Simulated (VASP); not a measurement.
# H: restarted molecular dynamics, 2 variants

H, Cmce (no. 64), 16 atoms in the cell. PBE, molecular dynamics; PAW potentials H (PBE set).

| Restart from | Temperature at the end (K) | The same without a restart (K) | Potential energy at the end (eV/atom) | The same without a restart (eV/atom) | Electronic steps in the first step after the restart | Time (s) |
|---|---|---|---|---|---|---|
| CONTCAR with velocities, WAVECAR read | 1409.0 | 1409.0 | -3.26143 | -3.26143 | 4 | 126 |
| CONTCAR with velocities, no WAVECAR | 1409.0 | 1409.0 | -3.26142 | -3.26143 | 14 | 135 |

Limits: 30 fs of 16 atoms are too short for converged averages; the cell is only 5.1 Å across, so each atom moves in step with near copies of itself.

## Input of the first row

INCAR.step1:
```
GGA      = PE             # functional
PREC     = Normal         # precision mode
ENCUT    = 250            # plane-wave cutoff, eV
EDIFF    = 1E-6           # SCF threshold, eV
NELMIN   = 4            
NELM     = 60             # most SCF steps
ALGO     = Fast           # electronic algorithm
LREAL    = Auto         
LASPH    = True           # aspherical terms in the spheres
ISMEAR   = -1             # smearing method
SIGMA    = 0.069          # smearing width, eV
ISYM     = 0            
LWAVE    = True           # write WAVECAR
LCHARG   = False          # write CHGCAR
IBRION   = 0              # ionic algorithm
NSW      = 30             # ionic steps
POTIM    = 0.5            # step
TEBEG    = 1600         
ISIF     = 2              # what is computed and relaxed
RANDOM_SEED= 882824 0 0   
MDALGO   = 2            
SMASS    = 0            
KPAR     = 2             
```

INCAR.step2, as INCAR.step1 but for:
```
- LWAVE = True
+ LWAVE = False
```

KPOINTS:
```
k-points
0
Gamma
  2 3 2
```

POSCAR.step1:
```
H
1.0
    5.2469627598      0.0000000000      0.0000000000
    0.0000000000      5.1338096336      0.0000000000
    0.0000000000      0.0000000000      8.2836360000
H
16
Direct
    0.5000000000      0.4532956300      0.4657455550
    0.5000000000      0.4532956300      0.9657455550
    0.5000000000      0.9532956300      0.2842544450
    0.5000000000      0.9532956300      0.7842544450
    0.5000000000      0.0467043700      0.2157455550
    0.5000000000      0.0467043700      0.7157455550
    0.5000000000      0.5467043700      0.0342544450
    0.5000000000      0.5467043700      0.5342544450
    0.0000000000      0.9532956300      0.4657455550
    0.0000000000      0.9532956300      0.9657455550
    0.0000000000      0.4532956300      0.2842544450
    0.0000000000      0.4532956300      0.7842544450
    0.0000000000      0.5467043700      0.2157455550
    0.0000000000      0.5467043700      0.7157455550
    0.0000000000      0.0467043700      0.0342544450
    0.0000000000      0.0467043700      0.5342544450
```

Commands (each step's output is kept before the next begins):
```
cat potpaw_PBE.64/H/POTCAR > POTCAR
cp INCAR.step1 INCAR
cp POSCAR.step1 POSCAR
mpirun -np 2 vasp_std > vasp.out
cp CONTCAR POSCAR
cp INCAR.step2 INCAR
mpirun -np 2 vasp_std > vasp.out
```

Changes of the last row against the first:
```
(step 1)
- LWAVE = True
+ LWAVE = False
```

VASP 6.6.1 took 126 s on 2 cores (Intel Xeon Platinum 8559C (Emerald Rapids)), a shared host.
